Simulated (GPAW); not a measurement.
The system is CaO.

```
Ca O
1.0
     0.00000    2.40356    2.40356
     2.40356    0.00000    2.40356
     2.40356    2.40356    0.00000
Ca O
1 1
Direct
  0.00000 0.00000 0.00000
  0.50000 0.50000 0.50000
```

The cell is a database's computed one.

```yaml
Program: GPAW 26.7.0
Task: relaxation of cell and atoms
Functional: PBEsol
Dispersion: D3(BJ)
Potentials_or_basis: PAW data sets generated in the run's folder for this functional
Cutoff: 800 eV
Basis: pw
k_mesh: 10 × 10 × 10
Occupations: fermi-dirac, width 0.05 eV
Spin: no spin polarisation
```

At the start: pressure -5.2 GPa; volume 13.89 Å³/atom.

Where does the relaxation end?

Over 4 steps the energy falls by 10.4 meV/atom and the volume is 13.25 Å³/atom (-4.6 %); space group Fm-3m (No. 225, to 0.05 Å).

The path:
```
step  energy change (eV)  largest force (eV/Å)  pressure (GPa)  volume (Å³)
   1              0.0000                0.0000           -5.22        27.77
   2             -0.0077                0.0000           -4.23        27.50
   3             -0.0207                0.0000            0.27        26.44
   4             -0.0208                0.0000           -0.01        26.50
```

Final structure:
```
Ca O
1.0
     0.00000    2.36635    2.36635
     2.36635    0.00000    2.36635
     2.36635    2.36635    0.00000
Ca O
1 1
Direct
  0.00000 0.00000 0.00000
  0.50000 0.50000 0.50000
```

Caveat: later steps reuse the first step's grids.
